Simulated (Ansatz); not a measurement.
O started on a Si site in diamond Si, 128 atoms, charge −2

All numbers come from Ansatz (PAW, plane waves, no spin–orbit coupling) at the single k point (¼, ¼, ¼) without its symmetry partners. The atoms were relaxed with PBEsol in a fixed cell; other functionals are single points on those atoms unless said otherwise. The valence top and gap of the host come from its small cell on a dense mesh, with the band extrema sought between the mesh points, lined up by the mean potential, PBEsol gap 0.46 eV, HSE06 gap 1.13 eV. The charge correction uses an assumed dielectric constant of 11.7.

Cell: a = 15.366 Å, b = 15.366 Å, c = 15.366 Å, α = 60.00°, β = 60.00°, γ = 60.00°.

Nearest atoms after relaxation, from the placed atom (for vacancies from the middle of the vacant sites): Si at 1.70 Å, Si at 1.70 Å, Si at 2.89 Å, Si at 3.00 Å, Si at 3.21 Å, Si at 3.21 Å, Si at 3.27 Å, Si at 3.27 Å.

Chemical potentials μ are those of reference phases of the elements at zero temperature by the same functional (the usual solids, diamond for C, grey Sn, and the molecules H2, N2, O2, F2, Cl2, Br2 and S8).

| functional | E(defect) − E(host) − Σ nμ + q·E_VBM (eV) | monopole (eV) | alignment (eV) | formation energy at E_F = VBM (eV) | moment (μB) | wall time, shared host |
| --- | --- | --- | --- | --- | --- | --- |
| PBEsol | -0.15 | 0.52 | -0.03 | 0.34 | 0 (no spin) | 18 s on NVIDIA GB200 (relaxation) |

Question: Estimate the formation energy and moment that HSE06 gives on these atoms.

Answer: 2.01 eV at E_F = VBM (1.47 eV before the monopole term 0.52 eV and the alignment 0.02 eV), moment 0 (no spin).

HSE06 one-electron levels near the gap (the ten most localised at most), from the host's valence top, not corrected for the charge's images:

```tsv
level (eV)	spin	filling	atoms sharing it	element of the atom with most weight
-0.29	both	2.00	37.7	Si
-0.22	both	2.00	121.9	spread
-0.10	both	2.00	37.8	Si
1.05	both	2.00	18.7	Si
1.28	both	0.00	124.1	spread
1.32	both	0.00	119.3	spread
1.34	both	0.00	83.6	spread
```

The runs had no spin polarisation though PBEsol leaves holes or close levels at the Fermi level; a state of higher spin may be lower.

One k point and a cell of this size can leave errors of several tenths of an eV in such numbers.
